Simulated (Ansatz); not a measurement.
A run of Ansatz 0.2.0:

input.yaml

```yaml
crystal:
  lattice:
    - [4.0896976867, 0.0, 0.0]
    - [-2.0448488433, 3.5417820905, 0.0]
    - [0.0, 0.0, 3.788167]
  atoms:
    - { symbol: Pb, position: [0.009144, 0.003128, -0.001818] }
    - { symbol: S, position: [0.649399, 0.318909, 0.504366] }
kpoints:
  mp_grid: { grid: [8, 8, 7] }
scf:
  occupations: { method: fermi_dirac, width: 0.05 }
hamiltonian:
  xc: pbe
  pseudopotentials: { kind: all_electron, lapw: { basis_error: 0.001 } }
output:
  forces: true
  stress: true
  eigenvalues: true
  populations: true
```

Potentials or basis: all-electron LAPW, scalar-relativistic.

Run with:

```console
$ ansatz run input.yaml --threads 1 --pin off --max-ram 3072MiB --backend cpu --events-out ev --progress --plain --runs-dir out
```

Hardware: 1 thread of Arm Neoverse V2 (shared host).

**Question.** How long does it take, and how much memory?

**Answer.** Run time: 70 s on 1 thread of Arm Neoverse V2, with other jobs on the host, peak memory 0.57 GiB. Counts: scf iterations 9, plane waves 315, k points 226, bands 30.
